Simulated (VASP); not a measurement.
# Cu in VASP: relaxation of the atoms with PBEsol

Aim: the relaxation of the atoms of Cu with PBEsol.

Everything below comes from runs of VASP 6.6.1. Logs are shortened: lines on timing, memory, paths and dates and some standing lists are left out, and cuts for length are marked.

**1. The structure**

The cell holds a slab with vacuum, 9 atoms: a = 2.524 Å, b = 2.524 Å, c = 31.485 Å, α = 90.00°, β = 90.00°, γ = 60.00°.

The cell was built by a generator and needn't be a form met in nature.

**2. Relaxation of the atoms, PBEsol**

INCAR reads:

```
SYSTEM = Cu
  PREC = Accurate
  ENCUT = 520
  EDIFF = 1E-6
  ISMEAR = 1
  SIGMA = 0.2
  LREAL = .False.
  LASPH = .True.
  NELM = 100
  ALGO = Normal
  ISIF = 2
  LWAVE = .False.
  LCHARG = .False.
  GGA = PS
  IBRION = 2
  NSW = 40
  EDIFFG = -0.01
  KPAR = 8
```

KPOINTS reads:

```
regular mesh
0
Gamma
  18 18 1
  0 0 0
```

POSCAR reads:

```
Cu
1.0
    2.5236641021      0.0000000000      0.0000000000
    1.2618320510      2.1855572230      0.0000000000
    0.0000000000      0.0000000000     31.4845048859
Cu
9
Direct
    0.3333333333      0.3333333333      0.2382124168
    0.6666666667      0.6666666667      0.3036593126
    0.0000000000      0.0000000000      0.3691062084
    0.3333333333      0.3333333333      0.4345531042
    0.6666666667      0.6666666667      0.5000000000
    0.0000000000      0.0000000000      0.5654468958
    0.3333333333      0.3333333333      0.6308937916
    0.6666666667      0.6666666667      0.6963406874
    0.0000000000      0.0000000000      0.7617875832
```

Potentials or basis: VASP PAW PBE potentials, release 64 (Cu).

Launch:

```bash
$ cat potpaw_PBE.64/Cu/POTCAR > POTCAR
$ mpirun -np 8 vasp_std > vasp.out
```

OUTCAR:

```text
SYSTEM = Cu
   PREC = Accurate
   ENCUT = 520
   EDIFF = 1E-6
   ISMEAR = 1
   LREAL = .False.
   LASPH = .True.
   NELM = 100
   ISIF = 2
   GGA = PS
   IBRION = 2
   NSW = 40
   EDIFFG = -0.01

 ion  position               nearest neighbor table
   1  0.333  0.333  0.238-   2 2.52   2 2.52   2 2.52
   2  0.667  0.667  0.304-   1 2.52   3 2.52   1 2.52   3 2.52   3 2.52   1 2.52
   3  0.000  0.000  0.369-   2 2.52   4 2.52   2 2.52   4 2.52   2 2.52   4 2.52
   4  0.333  0.333  0.435-   5 2.52   3 2.52   5 2.52   3 2.52   3 2.52   5 2.52
   5  0.667  0.667  0.500-   4 2.52   6 2.52   4 2.52   6 2.52   6 2.52   4 2.52
   6  0.000  0.000  0.565-   5 2.52   7 2.52   5 2.52   7 2.52   5 2.52   7 2.52
   7  0.333  0.333  0.631-   8 2.52   6 2.52   8 2.52   6 2.52   6 2.52   8 2.52
   8  0.667  0.667  0.696-   7 2.52   9 2.52   7 2.52   9 2.52   9 2.52   7 2.52
   9  0.000  0.000  0.762-   8 2.52   8 2.52   8 2.52

  LATTYP: Found a hexagonal cell.
 ALAT       =     2.5236641020
 C/A-ratio  =    12.4757113518

  Lattice vectors:

 A1 = (  -1.2618320510,  -2.1855572230,   0.0000000000)
 A2 = (   2.5236641021,   0.0000000000,   0.0000000000)
 A3 = (   0.0000000000,   0.0000000000,  31.4845048859)

Analysis of symmetry for initial positions (statically):
=====================================================================
 Subroutine PRICEL returns:
 Original cell was already a primitive cell.

 Routine SETGRP: Setting up the symmetry group for a
 hexagonal supercell.

 Subroutine GETGRP returns: Found 12 space group operations
 (whereof  6 operations were pure point group operations)
 out of a pool of 24 trial point group operations.

The static configuration has the point symmetry C_3v.
 The point group associated with its full space group is D_3d.

Analysis of symmetry for dynamics (positions and initial velocities):
=====================================================================
 Subroutine PRICEL returns:
 Original cell was already a primitive cell.

 Routine SETGRP: Setting up the symmetry group for a
 hexagonal supercell.

 Subroutine GETGRP returns: Found 12 space group operations
 (whereof  6 operations were pure point group operations)
 out of a pool of 24 trial point group operations.

The dynamic configuration has the point symmetry C_3v.
 The point group associated with its full space group is D_3d.

 Subroutine INISYM returns: Found 12 space group operations
 (whereof  6 operations are pure point group operations),
 and found     1 'primitive' translations

----------------------------------------------------------------------------------------

                                     Primitive cell

  volume of cell :     173.6563

  direct lattice vectors                    reciprocal lattice vectors
     2.523664102  0.000000000  0.000000000     0.396249247 -0.228774609  0.000000000
     1.261832051  2.185557223  0.000000000     0.000000000  0.457549219  0.000000000
     0.000000000  0.000000000 31.484504886     0.000000000  0.000000000  0.031761656

  length of vectors
     2.523664102  2.523664102 31.484504886     0.457549219  0.457549219  0.031761656

  position of ions in fractional coordinates (direct lattice)
     0.333333333  0.333333333  0.238212417
     0.666666667  0.666666667  0.303659313
     0.000000000  0.000000000  0.369106208
     0.333333333  0.333333333  0.434553104
     0.666666667  0.666666667  0.500000000
     0.000000000  0.000000000  0.565446896
     0.333333333  0.333333333  0.630893792
     0.666666667  0.666666667  0.696340687
     0.000000000  0.000000000  0.761787583

  ion indices of the primitive-cell ions
   primitive index   ion index
                 1           1
                 2           2
                 3           3
                 4           4
                 5           5
                 6           6
                 7           7
                 8           8
                 9           9

----------------------------------------------------------------------------------------

 KPOINTS: regular mesh

Automatic generation of k-mesh.
 Grid dimensions read from file:
 generate k-points for:   18   18    1

 Generating k-lattice:

  Cartesian coordinates                     Fractional coordinates (reciprocal lattice)
     0.022013847 -0.012709701  0.000000000     0.055555556  0.000000000  0.000000000
     0.000000000  0.025419401  0.000000000     0.000000000  0.055555556  0.000000000
     0.000000000  0.000000000  0.031761656     0.000000000  0.000000000  1.000000000

  Length of vectors
     0.025419401  0.025419401  0.031761656

  Shift w.r.t. Gamma in fractional coordinates (k-lattice)
     0.000000000  0.000000000  0.000000000

 Subroutine IBZKPT returns following result:
 ===========================================

 Found     37 irreducible k-points:

 Following reciprocal coordinates:
            Coordinates               Weight
  0.000000  0.000000  0.000000      1.000000
  0.055556 -0.000000  0.000000      6.000000
  0.111111 -0.000000  0.000000      6.000000
  0.166667 -0.000000  0.000000      6.000000
  0.222222 -0.000000  0.000000      6.000000
  0.277778  0.000000  0.000000      6.000000
[... 16 lines left out ...]
  0.444444  0.111111  0.000000     12.000000
  0.500000  0.111111  0.000000     12.000000
 [... further k-points ...]
   k-points           NKPTS =     37   k-points in BZ     NKDIM =     37   number of bands    NBANDS=     59
   number of dos      NEDOS =    301   number of ions     NIONS =      9
   total plane-waves  NPLWV =  96000
   dimension x,y,z NGX =    20 NGY =   20 NGZ =  240
   dimension x,y,z NGXF=    40 NGYF=   40 NGZF=  480
   ions per type =               9
   NGX,Y,Z   is equivalent  to a cutoff of  13.17, 13.17, 12.67 a.u.
   NGXF,Y,Z  is equivalent  to a cutoff of  26.35, 26.35, 25.35 a.u.
 SYSTEM =  Cu
   PREC   = accura    normal or accurate (medium, high low for compatibility)
   ISTART =      0    job   : 0-new  1-cont  2-samecut
   ICHARG =      2    charge: 1-file 2-atom 10-const
   ISPIN  =      1    spin polarized calculation?
   LNONCOLLINEAR =      F non collinear calculations
   LSORBIT =      F    spin-orbit coupling
   LASPH  =      T    aspherical Exc in radial PAW
   ENCUT  =  520.0 eV  38.22 Ry    6.18 a.u.   4.69  4.69 58.54*2*pi/ulx,y,z
   NELM   =    100;   NELMIN=  2; NELMDL= -5     # of ELM steps
   EDIFF  = 0.1E-05   stopping-criterion for ELM
   LREAL  =      F    real-space projection
   EDIFFG = -.1E-01   stopping-criterion for IOM
   NSW    =     40    number of steps for IOM
   IBRION =      2    ionic relax: 0-MD 1-quasi-New 2-CG
   NFREE  =      1    steps in history (QN), initial steepest desc. (CG)
   ISIF   =      2    stress and relaxation
   ISYM   =      2    0-nonsym 1-usesym 2-fastsym
   POTIM  = 0.5000    time-step for ionic-motion
   TEBEG  =    0.0;   TEEND  =   0.0 temperature during run
   PSTRESS=    0.0 pullay stress
   NELECT =      99.0000    total number of electrons
   NUPDOWN=      -1.0000    fix difference up-down
   EMIN   =  10.00;   EMAX   =-10.00  energy-range for DOS
   EFERMI =   0.00;   METHOD = LEGACY
   ISMEAR =     1;   SIGMA  =   0.20  broadening in eV -4-tet -1-fermi 0-gaus
   EFERMI_NEDOS =   21; number of points for ismear=-14 and -15
   IALGO  =     38    algorithm
   IMIX   =      4    mixing-type and parameters
     AMIX     =   0.40;   BMIX     =  1.00
     AMIX_MAG =   1.60;   BMIX_MAG =  1.00
  volume/ion in A,a.u.               =      19.30       130.21
  Fermi-wavevector in a.u.,A,eV,Ry     =   1.357447  2.565204 25.070960  1.842664
  Thomas-Fermi vector in A             =   2.484365
   LORBIT       =      0    0 simple, 1 ext, 2 COOP (PROOUT), +10 PAW based schemes
   GGA     = PS    functional components
   LHFCALC =     F    Hartree Fock is set to
   AEXX    =    0.0000 exact exchange contribution
   IVDW    =     0    specifies the selected vdW correction
   LEPSILON=     F    determine dielectric tensor
   LRPA    =     F    only Hartree local field effects (RPA)
 conjugate gradient relaxation of ions
 non-spin polarized calculation
 Methfessel and Paxton  Order N= 1 SIGMA  =   0.20
  energy-cutoff  :      520.00
  volume of cell :      173.66
 maximum number of plane-waves:      4725
   NGX =  9   NGY =  9   NGZ =117

--------------------------------------- Ionic step        1  -------------------------------------------

 number of electron      98.9999992 magnetization

 Free energy of the ion-electron system (eV)
  ---------------------------------------------------
  ext. energy  EPLUGINS =         0.00000000
  ---------------------------------------------------
  free energy    TOTEN  =       -37.65728184 eV

  energy without entropy =      -37.65036778  energy(sigma->0) =      -37.65497715

------------------------ aborting loop because EDIFF is reached ----------------------------------------

  FORCE on cell =-STRESS in cart. coord.  units (eV):
  Direction    XX          YY          ZZ          XY          YZ          ZX
  --------------------------------------------------------------------------------------
  -------------------------------------------------------------------------------------
  Total       -1.3737997     -1.3737997     -0.8143799      0.0000000      0.0000000     -0.0000000
  in kB      -12.6748663    -12.6748663     -7.5135824      0.0000000      0.0000000     -0.0000000
  external PRESSURE =     -10.9544383 kB  Pullay stress =       0.0000000 kB
[... 110 lines left out ...]
  FREE ENERGIE OF THE ION-ELECTRON SYSTEM (eV)
  ---------------------------------------------------
  free  energy   TOTEN  =       -37.6589780802 eV

  energy  without entropy=      -37.6522169228  energy(sigma->0) =      -37.65672436

[... ionic steps 4 to 11 ...]

--------------------------------------- Ionic step       12  -------------------------------------------

 number of electron      99.0000003 magnetization

------------------------ aborting loop because EDIFF is reached ----------------------------------------
[... 81 lines left out ...]
--------------------------------------- Ionic step       14  -------------------------------------------

 number of electron      99.0000018 magnetization

 Free energy of the ion-electron system (eV)
  ---------------------------------------------------
  ext. energy  EPLUGINS =         0.00000000
  ---------------------------------------------------
  free energy    TOTEN  =       -37.66010586 eV

  energy without entropy =      -37.65347422  energy(sigma->0) =      -37.65789532

 E-fermi :   2.6568     XC(G=0):  -8.2848

 val. band max:        2.6494618157   @ k =   0.3889   0.1667   0.0000
 cond. band min:       2.6586158108   @ k =   0.3889   0.1111   0.0000
 fundamental gap:      0.0091539951
 Fermi energy:         2.6568135579

 k-point     1 :       0.0000    0.0000    0.0000
  band No.  band energies     occupation
      1      -6.9395      2.00000
      2      -6.6320      2.00000
      3      -6.1285      2.00000
      4      -5.4373      2.00000
      5      -4.6257      2.00000
      6      -3.8011      2.00000
[... 1477 lines left out ...]
     58       8.5853      0.00000
     59       9.1742      0.00000

 [... further k-points ...]

------------------------ aborting loop because EDIFF is reached ----------------------------------------

  FORCE on cell =-STRESS in cart. coord.  units (eV):
  Direction    XX          YY          ZZ          XY          YZ          ZX
  --------------------------------------------------------------------------------------
  -------------------------------------------------------------------------------------
  Total       -1.1380178     -1.1380178     -0.1115806      0.0000000      0.0000000     -0.0000000
  in kB      -10.4995100    -10.4995100     -1.0294580      0.0000000      0.0000000     -0.0000000
  external PRESSURE =      -7.3428260 kB  Pullay stress =       0.0000000 kB
[... 24 lines left out ...]
  FREE ENERGIE OF THE ION-ELECTRON SYSTEM (eV)
  ---------------------------------------------------
  free  energy   TOTEN  =       -37.6601058649 eV

  energy  without entropy=      -37.6534742205  energy(sigma->0) =      -37.65789532

 reached required accuracy - stopping structural energy minimisation
```

Run time: 9.8 min. Hardware: 8 MPI ranks of Intel Xeon Platinum 8488C (Sapphire Rapids), shared host; peak memory 0.52 GiB.

Results:

| Property | Result |
| --- | --- |
| Free energy | -37.6601 eV |
| Energy gained by relaxing | 0.3 meV/atom |
| Ionic steps | 14 |
| Largest force after relaxing | 0.010 eV/Å |
| Band gap on the k mesh | none (metal or under the smearing width) |

Forces on the atoms (eV/Å):
```
Cu   0.000  0.000  0.005
Cu   0.000  0.000 -0.010
Cu   0.000  0.000  0.005
Cu   0.000  0.000 -0.005
Cu   0.000  0.000  0.000
Cu   0.000  0.000  0.005
Cu   0.000  0.000 -0.005
Cu   0.000  0.000  0.010
Cu   0.000  0.000 -0.005
```

Step by step:
```csv
step,energy change (eV),largest force (eV/Å),pressure (GPa)
1,0.0000,0.0921,-1.10
2,-0.0009,0.0670,-1.05
3,-0.0017,0.0311,-0.99
4,-0.0018,0.0503,-0.99
5,-0.0021,0.0286,-0.91
6,-0.0022,0.0200,-0.91
7,-0.0022,0.0248,-0.89
8,-0.0023,0.0135,-0.88
9,-0.0024,0.0160,-0.88
10,-0.0024,0.0369,-0.88
11,-0.0024,0.0220,-0.85
12,-0.0025,0.0192,-0.84
13,-0.0027,0.0113,-0.80
14,-0.0028,0.0100,-0.73
```

Final structure:
```cif
data_structure
_symmetry_space_group_name_H-M 'P 1'
_symmetry_Int_Tables_number 1
_cell_length_a 2.5237
_cell_length_b 2.5237
_cell_length_c 31.4845
_cell_angle_alpha 90.000
_cell_angle_beta 90.000
_cell_angle_gamma 60.000
_cell_volume 173.66
loop_
_atom_site_label
_atom_site_type_symbol
_atom_site_fract_x
_atom_site_fract_y
_atom_site_fract_z
_atom_site_occupancy
Cu1 Cu 0.33333 0.33333 0.23948 1
Cu2 Cu 0.66667 0.66667 0.30426 1
Cu3 Cu 0.00000 0.00000 0.36933 1
Cu4 Cu 0.33333 0.33333 0.43461 1
Cu5 Cu 0.66667 0.66667 0.50000 1
Cu6 Cu 0.00000 0.00000 0.56539 1
Cu7 Cu 0.33333 0.33333 0.63067 1
Cu8 Cu 0.66667 0.66667 0.69574 1
Cu9 Cu 0.00000 0.00000 0.76052 1
```

Caveat: the PAW data sets were made with another functional, which shifts forces and pressure a little.
